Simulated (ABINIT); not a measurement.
# SnSe2 (P-3m1) in ABINIT: a series of runs

Aim: see how the results for SnSe2 move with the level of theory and the settings. Levels: WC, LDA. Tasks: single point.

Everything below comes from runs of ABINIT 10.8.3 (patched build). Logs are shortened: lines on timing, memory, paths and dates and some standing lists are left out, and cuts for length are marked. The log counts tension as positive stress, the text compression.

**1. The crystal as given**

Symmetry: P-3m1, No. 164, trigonal system. The conventional cell has a = 3.811 Å, b = 3.811 Å, c = 6.136 Å, α = 90.00°, β = 90.00°, γ = 120.00°. Sn (site symmetry -3m) is surrounded by 6 Se at 2.68 Å. Se (site symmetry 3m) has 3 Sn at 2.68 Å as nearest neighbours.

**2. Single point, WC, spin-orbit coupling, no magnetisation (atoms moved at random)**

run.abi

```
# Pseudopotentials
pp_dirpath "./"
pseudos "Sn.GGA_PBE-JTH_sp.xml, Se.GGA_PBE-JTH.xml"

# Structure
acell 7.2017462609 7.2017462609 11.5953595007
rprim
     1.0000000000     0.0000000000     0.0000000000
    -0.5000000000     0.8660254038     0.0000000000
     0.0000000000     0.0000000000     1.0000000000
ntypat 2
znucl 50 34
natom 3
typat 1 2 2
xred
    -0.0030730000    -0.0040420000    -0.0018790000
     0.6689860000     0.3423530000     0.7494690000
     0.3331800000     0.6684560000     0.2531690000
chkprim 0
chksymtnons 0
tolsym 1.0e-6

# Plane-wave basis
ecut 16.0
pawecutdg 32.0
pawxcdev 0

# k points
kptopt 4
ngkpt 6 6 4
nshiftk 1
shiftk 0.0 0.0 0.0

# Exchange and correlation
ixc 23

# Bands and occupations
nband 24
occopt 3
tsmear 0.05 eV

# Spin
nspinor 2
nspden 1
pawspnorb 1

# SCF cycle
nstep 100
tolvrs 1.0e-9

# Output
iomode 3
prtwf 0
prteig 0
prtebands 0
enunit 1
prtden 1
prtvha 1
prtvclmb 1
prtpot 1
```

Potentials or basis: JTH PAW PBE v2.0 sp.

On the command line:

```console
> mpirun --bind-to none -np 4 abinit run.abi > log 2>&1
```

run.abo:

```text
.Version 10.8.3 of ABINIT
 Symmetries : space group P1 (#  1); Bravais aP (primitive triclinic)
================================================================================
 Values of the parameters that define the memory need of the present run
     intxc =       0    ionmov =       0      iscf =      17    lmnmax =      13
     lnmax =       5     mgfft =      45  mpssoang =       3    mqgrid =    3001
     natom =       3  nloc_mem =       2    nspden =       1   nspinor =       2
    nsppol =       1      nsym =       1    n1xccc =       1    ntypat =       2
    occopt =       3   xclevel =       2
       mpw =        1629          nfft =       32805          nkpt =         144
Pmy_natom=         1
 PAW method is used; the additional fine FFT grid is defined by:
   mgfftf=        60    nfftf =     96000
================================================================================
================================================================================

--------------------------------------------------------------------------------
------------- Echo of variables that govern the present computation ------------
--------------------------------------------------------------------------------
 -outvars: echo values of preprocessed input variables --------
            acell      7.2017462609E+00  7.2017462609E+00  1.1595359501E+01 Bohr
              amu      1.18710000E+02  7.89600000E+01
          chkprim           0
      chksymtnons           0
             ecut      1.60000000E+01 Hartree
           enunit           1
                       outvar_i_n : Printing only first  50 k-points.
              ixc          23
                       outvar_i_n : Printing only first  50 k-points.
           kptopt           4
         kptrlatt        6    0    0      0    6    0      0    0    4
          kptrlen      4.32104776E+01
            natom           3
            nband          24
            ngfft          27      27      45
          ngfftdg          40      40      60
             nkpt         144
          nspinor           2
            nstep         100
             nsym           1
           ntypat           2
                       prtocc : prtvol=0, do not print more k-points.
           occopt           3
        pawcpxocc           2
        pawecutdg      3.20000000E+01 Hartree
        pawspnorb           1
         pawxcdev           0
        prtebands           0
           prteig           0
           prtpot           1
         prtvclmb           1
           prtvha           1
            prtwf           0
            rprim      1.0000000000E+00  0.0000000000E+00  0.0000000000E+00
                      -5.0000000000E-01  8.6602540380E-01  0.0000000000E+00
[... 153 lines left out ...]
    3       0.000519430730      0.004358416441     -0.078851633031

 cartesian coordinates (angstrom) at end:
    1     -0.00400917199725    -0.01334030900457    -0.01152954399217
    2      1.89715200320009     1.12990965082667     4.59874178087868
    3     -0.00399392799726     2.20618743096452     1.55344498294563

 cartesian forces (hartree/bohr) at end:
    1     -0.00025455908905     0.00425115516017     0.00648267387045
    2      0.00032711997340    -0.00350584988641    -0.01328260005893
    3     -0.00007256088434    -0.00074530527375     0.00679992618849
 frms,max,avg= 5.7328234E-03 1.3282600E-02   4.352E-07  4.852E-06  3.488E-07 h/b

 cartesian forces (eV/Angstrom) at end:
    1     -0.01308995466275     0.21860318764671     0.33335249341916
    2      0.01682118535620    -0.18027804954327    -0.68301875695469
    3     -0.00373123069344    -0.03832513810344     0.34966626353552
 frms,max,avg= 2.9479363E-01 6.8301876E-01   2.238E-05  2.495E-04  1.794E-05 e/A
 length scales=  7.201746260900  7.201746260900 11.595359500700 bohr
              =  3.810999997389  3.810999997389  6.135999995835 angstroms
 Fermi (or HOMO) energy (eV) =   0.65550   Average Vxc (eV)=  -9.77769
 Eigenvalues (   eV  ) for nkpt= 144  k points:
 kpt#   1, nband= 24, wtk=  0.00694, kpt=  0.0000  0.0000  0.0000 (reduced coord)
 -13.73672  -13.73672  -11.97030  -11.97030   -5.93795   -5.93795   -0.63557   -0.63557
  -0.27153   -0.27153   -0.19153   -0.19153    0.04213    0.04213    0.32440    0.32440
   1.22130    1.22130    3.15116    3.15116    4.66813    4.66813    5.10530    5.10530
 prteigrs : prtvol=0 or 1, do not print more k-points.

--- !EnergyTerms
iteration_state     : {dtset: 1, }
comment             : Components of total free energy in Hartree
kinetic             :  8.05955136356778E+00
hartree             :  2.51598685985683E+00
xc                  : -1.68812656635299E+01
Ewald energy        : -2.14397604421839E+01
psp_core            :  2.77802451017444E+00
local_psp           : -7.76308809331581E+00
PAW spherical_terms :  9.88901264632132E+00
internal            : -2.28415388191092E+01
'-kT*entropy'       : -4.82752940839470E-06
total_energy        : -2.28415436466386E+01
total_energy_eV     : -6.21550066623117E+02
...

--- !EnergyTermsDC
iteration_state     : {dtset: 1, }
comment             : '"Double-counting" decomposition of free energy'
band_energy         : -2.92068091347244E+00
Ewald energy        : -2.14397604421839E+01
psp_core            :  2.77802451017444E+00
xc_dc               : -1.02362844375818E+01
PAW spherical_terms :  8.97716138471253E+00
internal            : -2.28415398983511E+01
'-kT*entropy'       : -4.82752940839470E-06
total_energy_dc     : -2.28415447258806E+01
total_energy_dc_eV  : -6.21550095990786E+02
...

--- !EnergyTermsWithPAWCore
iteration_state     : {dtset: 1, }
comment             : 'Components of total free energy, including PAW core contributions'
Total energy        : -1.10358315310541E+04
Total energy DC     : -1.10358315321333E+04
Total energy (eV)   : -3.00300274337088E+05
Total energy DC (eV): -3.00300274366456E+05
...

 Cartesian components of stress tensor (hartree/bohr^3)
  sigma(1 1)= -6.63365531E-05  sigma(3 2)= -1.30036793E-05
  sigma(2 2)= -7.54120000E-05  sigma(3 1)=  1.80492312E-06
  sigma(3 3)= -1.06186986E-04  sigma(2 1)= -5.51341990E-07

-Cartesian components of stress tensor (GPa)         [Pressure=  2.4315E+00 GPa]
- sigma(1 1)= -1.95168877E+00  sigma(3 2)= -3.82581453E-01
- sigma(2 2)= -2.21869764E+00  sigma(3 1)=  5.31026716E-02
- sigma(3 3)= -3.12412900E+00  sigma(2 1)= -1.62210414E-02

== END DATASET(S) ==============================================================
================================================================================

 -outvars: echo values of variables after computation  --------
            acell      7.2017462609E+00  7.2017462609E+00  1.1595359501E+01 Bohr
           etotal     -2.2841544726E+01
            fcart     -2.5455908905E-04  4.2511551602E-03  6.4826738704E-03
                       3.2711997340E-04 -3.5058498864E-03 -1.3282600059E-02
                      -7.2560884345E-05 -7.4530527375E-04  6.7999261885E-03
            rprim      1.0000000000E+00  0.0000000000E+00  0.0000000000E+00
                      -5.0000000000E-01  8.6602540380E-01  0.0000000000E+00
                       0.0000000000E+00  0.0000000000E+00  1.0000000000E+00
           strten     -6.6336553093E-05 -7.5411999952E-05 -1.0618698638E-04
                      -1.3003679280E-05  1.8049231213E-06 -5.5134199005E-07
           xangst     -4.0091719973E-03 -1.3340309005E-02 -1.1529543992E-02
                       1.8971520032E+00  1.1299096508E+00  4.5987417809E+00
                      -3.9939279973E-03  2.2061874310E+00  1.5534449829E+00
             xred     -3.0730000000E-03 -4.0420000000E-03 -1.8790000000E-03
                       6.6898600000E-01  3.4235300000E-01  7.4946900000E-01
                       3.3318000000E-01  6.6845600000E-01  2.5316900000E-01
 Calculation completed.
```

It took 81 s on 4 MPI ranks of Arm Neoverse V2, shared host; peak memory 0.6 GiB.

Results:

- Free energy: -621.5501 eV
- Largest force: 0.707 eV/Å
- Band gap on the k mesh: 0.63 eV, indirect (least direct gap 0.90 eV)
- Valence electrons inside the program's atomic spheres: Sn 2.52; Se 3.94, 3.93

Forces on the atoms (eV/Å):
```
Sn  -0.013  0.219  0.333
Se   0.017 -0.180 -0.683
Se  -0.004 -0.038  0.350
```

Levels at points of the mesh, in eV from the valence-band top:
```tsv
k point	band 14	band 15	band 16	band 17	band 18	band 19
(0.00, 0.00, 0.00)	-0.30	-0.02	-0.02	0.88	0.88	2.81
(0.50, 0.00, 0.00)	-1.42	-0.38	-0.38	1.03	1.03	3.59
(0.00, 0.50, 0.00)	-1.37	-0.37	-0.37	1.03	1.03	3.60
(0.50, 0.50, 0.00)	-1.44	-0.38	-0.38	1.03	1.03	3.59
(0.00, 0.00, 0.50)	-0.43	-0.15	-0.15	2.32	2.32	2.75
(0.50, 0.00, 0.50)	-1.04	-0.74	-0.74	0.67	0.67	4.05
(0.00, 0.50, 0.50)	-1.06	-0.74	-0.74	0.72	0.72	4.12
(0.50, 0.50, 0.50)	-1.04	-0.74	-0.74	0.65	0.65	4.04
```

Caveat: the cutoff is too short for stress, so the log's stress isn't used; the PAW data sets were made with another functional, which shifts forces and pressure a little; this set keeps more shells in the core, which shifts pressures and gaps.

**3. Single point, LDA**

run.abi

```
# Pseudopotentials
pp_dirpath "./"
pseudos "Sn.upf, Se.upf"

# Structure
acell 3*1.0 Angstrom
rprim
     3.8110000000     0.0000000000     0.0000000000
    -1.9055000000     3.3004228138     0.0000000000
     0.0000000000     0.0000000000     6.1360000000
ntypat 2
znucl 50 34
natom 3
typat 1 2 2
xred
     0.0000000000     0.0000000000     0.0000000000
     0.6666666667     0.3333333333     0.7510000000
     0.3333333333     0.6666666667     0.2490000000

# Plane-wave basis
ecut 1088.455450 eV

# k points
kptopt 1
ngkpt 6 6 4
nshiftk 1
shiftk 0.0 0.0 0.0

# Exchange and correlation
ixc 7

# Bands and occupations
nband 28
occopt 3
tsmear 0.05 eV

# SCF cycle
nstep 100
tolvrs 1.0e-10

# Output
iomode 3
prtwf 0
prtden 0
prteig 0
prtebands 0
enunit 2
prtvol 2
```

Potentials or basis: PseudoDojo NC SR LDA v0.4.1 standard.

On the command line:

```console
> mpirun --bind-to none -np 4 abinit run.abi > log 2>&1
```

It took 1.9 min on 4 MPI ranks of Intel Xeon at 2.50GHz (Skylake/Cascade Lake), shared host; peak memory 0.4 GiB.

Results (log left out):

```yaml
Free_energy: -8734.1799 eV
Pressure: 0.8 GPa
Largest_force: 0.486 eV/Å
Band_gap_on_the_k_mesh: 0.66 eV, indirect (least direct gap 0.84 eV)
Valence_electrons_inside_the_program's_atomic_spheres: Sn 10.51; Se 13.24
```

Forces on the atoms (eV/Å):
```
Sn   0.000  0.000  0.000
Se   0.000  0.000 -0.486
Se   0.000  0.000  0.486
```

Stress tensor (GPa, compression positive):
```
0.32 0.00 0.00
0.00 0.32 0.00
0.00 0.00 1.74
```

Levels at points of the mesh, in eV from the valence-band top:
```csv
k point,band 19,band 20,band 21,band 22,band 23,band 24,band 25,band 26,band 27,band 28
"(0.00, 0.00, 0.00)",-0.71,-0.71,-0.39,-0.39,0.00,0.84,2.80,4.53,4.53,8.04
"(0.50, 0.00, 0.00)",-4.52,-2.94,-2.70,-1.25,-0.31,1.04,3.64,5.33,5.37,7.16
"(0.00, 0.00, 0.50)",-2.10,-0.80,-0.80,-0.24,-0.24,2.29,2.75,4.25,4.25,8.02
"(0.50, 0.00, 0.50)",-4.98,-2.54,-2.01,-0.87,-0.71,0.73,4.12,4.71,5.78,6.24
```

Caveat: spin-orbit coupling is left out, which moves the levels of the heavy elements.
